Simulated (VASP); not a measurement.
# CdS in VASP: one cell, several levels of theory

Aim: gap, levels, forces and stress of zincblende CdS at fixed geometry. Runs: PBE, r2SCAN. The results are then set beside those of Ansatz 0.2.0 for the same cell.

Program: VASP 6.6.1. PAW datasets, plane waves. Computed at 0 K without zero-point motion; spin polarisation is off.

**1. The structure to begin with**

The cell comes from an earlier relaxation with r2SCAN in another program.

The symmetry is F-43m (No. 216, cubic); a = 5.878 Å in the conventional setting, 25.39 Å³ an atom. Near Cd stand 4 S at 2.55 Å; near S stand 4 Cd at 2.55 Å.

Coordinates:

```
CELL_PARAMETERS angstrom
0.00000 2.93921 2.93921
2.93921 0.00000 2.93921
2.93921 2.93921 0.00000
ATOMIC_POSITIONS crystal
Cd 0.00000 0.00000 0.00000
S 0.25000 0.25000 0.25000
```

**2. Single point with PBE**

INCAR

```
ENCUT = 520.000000
SIGMA = 0.020000
EDIFF = 1.00e-07
GGA = PE
PREC = Accurate
IBRION = -1
ISIF = 2
ISMEAR = -1
NBANDS = 16
NELM = 120
NSW = 0
LASPH = .TRUE.
LCHARG = .FALSE.
LWAVE = .FALSE.
LREAL = .FALSE.
```

KPOINTS

```
KPOINTS created by Atomic Simulation Environment
0
Gamma
8 8 8
0 0 0
```

KPOINTS_OPT

```
special points
6
Reciprocal
0.0000000000 0.0000000000 0.0000000000 1
-0.5000000000 -0.5000000000 0.0000000000 1
-0.3750000000 -0.3750000000 0.2500000000 1
-0.3750000000 0.0000000000 0.3750000000 1
0.0000000000 0.0000000000 0.5000000000 1
-0.5000000000 -0.2500000000 0.2500000000 1
```

POSCAR

```
Cd S
 1.0000000000000000
    -0.0000000000000000    2.9392148430445664    2.9392148430445664
     2.9392148430445664    0.0000000000000000    2.9392148430445664
     2.9392148430445664    2.9392148430445664    0.0000000000000000
 Cd  S
   1   1
Cartesian
  0.0000000000000000  0.0000000000000000 -0.0000000000000000
  1.4696074215222832  1.4696074215222832  1.4696074215222832
```

Potentials: the recommended PBE PAW datasets, 18 valence electrons in the neutral cell.

Run with:

```
> mpirun -np 1 vasp_std
```

**3. r2SCAN**

INCAR

```
ENCUT = 520.000000
SIGMA = 0.010000
EDIFF = 1.00e-07
ALGO = Normal
METAGGA = R2SCAN
PREC = Accurate
IBRION = -1
ISIF = 2
ISMEAR = 0
NBANDS = 16
NELM = 120
NSW = 0
LASPH = .TRUE.
LCHARG = .FALSE.
LWAVE = .FALSE.
LREAL = .FALSE.
```

KPOINTS is that of step 2.

KPOINTS_OPT is that of step 2.

POSCAR is that of step 2.

Before running it: what results should come out? Wanted: for each run, gap; pressure; Ansatz: gap; Ansatz: pressure.

**Answer**, as computed:

| level | gap (eV) | pressure (GPa) | Ansatz: gap (eV) | Ansatz: pressure (GPa) |
| --- | --- | --- | --- | --- |
| PBE | 1.10 | 1.71 | 1.10 | 1.39 |
| r2SCAN | 1.54 | 0.29 | 1.54 | -0.02 |

What this shows: The gap runs from 1.10 eV (PBE) to 1.54 eV (r2SCAN). At this one volume the pressure spans 0.3 GPa (r2SCAN) to 1.7 GPa (PBE): PBE wants the largest cell and r2SCAN the smallest. The two programs agree on the gap within 0.01 eV, far less than the spread between functionals. Each program uses its own PAW datasets and cutoff. VASP's cell holds 18 valence electrons and Ansatz's 26.
